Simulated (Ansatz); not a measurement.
# armchair graphene nanoribbon (N = 4, H/H2 edges): bands by functional and under strain, part 2 of 2

What gap, if any, does the armchair graphene nanoribbon (N = 4, H/H2 edges) have, and how does it change with the functional and under strain?

Ansatz 0.2.0; DFT PBE, plane waves, PAW; relaxation of a wire's period (the session's first sound run).

So far, band gap (eV): step 3 (bands of the perfect wire, PBE) 1.83; step 5 (another level of theory, level PBEsol, cutoff 420 eV, PBEsol PBE) 1.82; step 6 (another level of theory, level r2SCAN, cutoff 500 eV, r2SCAN PBE) 1.99; step 7 (levels at the same atoms, level HSE06, cutoff 420 eV, HSE06 PBE) 2.49; step 9 (At a strained period, period over the relaxed period 0.97, k-mesh 1×1×15, PBE) 1.62.

### Step 10. Strain along the wire, period over the relaxed period 1.03, k-mesh 1×1×14

The period is set to 1.03 times the relaxed one and the atoms relax within it: strain changes bond lengths and angles, which shifts the bands against each other. Against the first PBE run of this kind, the mesh along the wire has 14 points against 19.

The cell differs from the one that the last finished run ended in (c 4.218 → 4.479 Å).

Contents of input.yaml:

```yaml
crystal:
  lattice:
    - [12.187, 0.0, 0.0]
    - [0.0, 8.76, 0.0]
    - [0.0, 0.0, 4.4788066757]
  atoms:
    - { symbol: C, position: [0.362900459, 0.5, 0.007416263], spin: 0.5 }
    - { symbol: C, position: [0.560092644, 0.5, 0.004431914] }
    - { symbol: C, position: [0.362900459, 0.5, 0.32591707], spin: 0.5 }
    - { symbol: C, position: [0.560092644, 0.5, 0.328901419] }
    - { symbol: H, position: [0.716850138, 0.599127155, 0.407958133] }
    - { symbol: H, position: [0.716850138, 0.400872845, 0.407958133] }
    - { symbol: H, position: [0.284009208, 0.5, 0.443317285] }
    - { symbol: C, position: [0.461044489, 0.5, 0.496576074] }
    - { symbol: C, position: [0.669493549, 0.5, 0.490101422], spin: -0.5 }
    - { symbol: C, position: [0.461044489, 0.5, 0.836757259] }
    - { symbol: C, position: [0.669493549, 0.5, 0.843231911], spin: -0.5 }
    - { symbol: H, position: [0.284009208, 0.5, 0.890016048] }
    - { symbol: H, position: [0.716850138, 0.599127155, 0.9253752] }
    - { symbol: H, position: [0.716850138, 0.400872845, 0.9253752] }
magnetization:
  spin_polarized: true
kpoints:
  mp_grid: { grid: [1, 1, 14] }
  band_path: { path: ["Γ", Z], npoints: 50 }
scf:
  occupations: { method: fermi_dirac, width: 0.05 }
hamiltonian:
  xc: pbe
relax:
  max_steps: 40
  f_tol: 0.02
output:
  stress: true
```

Command:

```bash
ansatz run input.yaml --threads 8 --pin off --max-ram 16384MiB --backend cpu --events-out ev --progress --plain --runs-dir out
```

Wall time 47 s (8 threads of Arm Neoverse N1, shared host); peak memory 1.5 GiB; 6 min of CPU time.

The steps of the relaxation:

```csv
step,energy less that of the first step (eV),largest force component (eV/Å)
1,0.0000,0.8286
2,-0.0418,0.2806
3,-0.0453,0.0471
4,-0.0454,0.0155
```

Forces are held to the 4 operations that the run works with; a distortion that breaks them can't arise in this run.

The atoms that moved most (Å):

```csv
atom,dx,dy,dz,length
H7,0.006,0.000,-0.042,0.043
H12,0.006,0.000,0.042,0.043
H13,-0.005,0.000,-0.035,0.035
H14,-0.005,0.000,-0.035,0.035
H6,-0.005,0.000,0.035,0.035
H5,-0.005,0.000,0.035,0.035
C3,0.015,0.000,-0.013,0.020
C1,0.015,0.000,0.013,0.020
```

Numbers from this step:

- band gap: 2.053 eV

The gap is 2.05 eV, against 1.83 eV under PBE at the relaxed period, with no moment.

### Step 11. The same system on other settings: hamiltonian.xc = "r2scan"

This step: DFT r2SCAN, plane waves, PAW; bands of a perfect wire at the PBE geometry; changed: hamiltonian.xc = "r2scan" (Ansatz 0.2.0).

The atoms of the band run (LDA) are kept and the input is varied, to see whether the result depends on it.

Contents of input.yaml:

```yaml
crystal:
  lattice:
    - [12.187, 0.0, 0.0]
    - [0.0, 8.76, 0.0]
    - [0.0, 0.0, 4.3483559958]
  atoms:
    - { symbol: C, position: [0.362900459, 0.5, 0.007416263] }
    - { symbol: C, position: [0.560092644, 0.5, 0.004431914] }
    - { symbol: C, position: [0.362900459, 0.5, 0.32591707] }
    - { symbol: C, position: [0.560092644, 0.5, 0.328901419] }
    - { symbol: H, position: [0.716850138, 0.599127155, 0.407958133] }
    - { symbol: H, position: [0.716850138, 0.400872845, 0.407958133] }
    - { symbol: H, position: [0.284009208, 0.5, 0.443317285] }
    - { symbol: C, position: [0.461044489, 0.5, 0.496576074] }
    - { symbol: C, position: [0.669493549, 0.5, 0.490101422] }
    - { symbol: C, position: [0.461044489, 0.5, 0.836757259] }
    - { symbol: C, position: [0.669493549, 0.5, 0.843231911] }
    - { symbol: H, position: [0.284009208, 0.5, 0.890016048] }
    - { symbol: H, position: [0.716850138, 0.599127155, 0.9253752] }
    - { symbol: H, position: [0.716850138, 0.400872845, 0.9253752] }
kpoints:
  mp_grid: { grid: [1, 1, 14] }
  band_path: { path: ["Γ", Z], npoints: 50 }
scf:
  occupations: { method: fermi_dirac, width: 0.05 }
hamiltonian:
  xc: r2scan
```

Wall time 25 s (8 threads); peak memory 1.9 GiB.

Numbers from this step:

* band gap: 1.985 eV

It took 25 s against 13 s for the run it varies.

Side by side:

```csv
quantity,this run,the run it varies,difference
band gap (eV),1.9850,1.7930,0.192
```

One result that differs is the band gap, 1.99 eV against 1.79 eV.

### Step 12. A varied input: basis.ecutwfc = "400 eV"

This step: DFT LDA, plane waves, PAW; bands of a perfect wire at the PBE geometry; changed: basis.ecutwfc = "400 eV" (Ansatz 0.2.0).

input.yaml, as its differences from that of step 11:

```diff
@@ -26,2 +26,4 @@
 hamiltonian:
-  xc: r2scan
+  xc: lda
+basis:
+  ecutwfc: "400 eV"
```

It took 12 s on 8 threads; peak memory 1.1 GiB; 89 s of CPU time.

Numbers from this step:

| Property | Result |
| --- | --- |
| band gap | 1.794 eV |

It took 12 s against 13 s for the run it varies.

The band gap stays within 0.2 % plus 0.001 of the run it varies.

Against step 4 (now cutoff 400 eV), the band gap stays at 1.79 eV and the free energy moves by +2.7 meV an atom.

### Step 13. What came out

```
cell length, PBE           : 4.348 Å
conductance, PBE           : 7.9e-16 G₀
gap, PBE                   : 1.83 eV
gap, LDA                   : 1.79 eV
gap, PBEsol                : 1.82 eV
gap, r2SCAN                : 1.99 eV
gap, HSE06                 : 2.49 eV
gap, period scaled by 0.97 : 1.62 eV
gap, period scaled by 1.03 : 2.05 eV
```

In words: Under PBE the cell's length is 4.35 Å, no moment survives, and a gap of 1.83 eV makes it a semiconductor. At the relaxed period the wire is gapped under every functional, from 1.79 eV (LDA) to 2.49 eV (HSE06). Weak screening in one dimension makes quasiparticle gaps larger than the semilocal gaps, as a rule. Strain matters: under PBE the gap goes from 1.83 eV to 1.62 eV at 0.97 times the period and 2.05 eV at 1.03 times the period. Transport is coherent and elastic here: the atoms are frozen, so scattering by vibrations plays no part. A hybrid's gap is read on a coarse mesh, without a band path.

[Logs are printed without paths, hosts, clocks, repeated set-up lines and the standing remarks that a program may print on its own settings, such as how far it seeks lower states.]

[Hosts, paths, dates, database ids (printed as entryN), source tags and the programs' standing remarks are cut or masked in the printed files.]
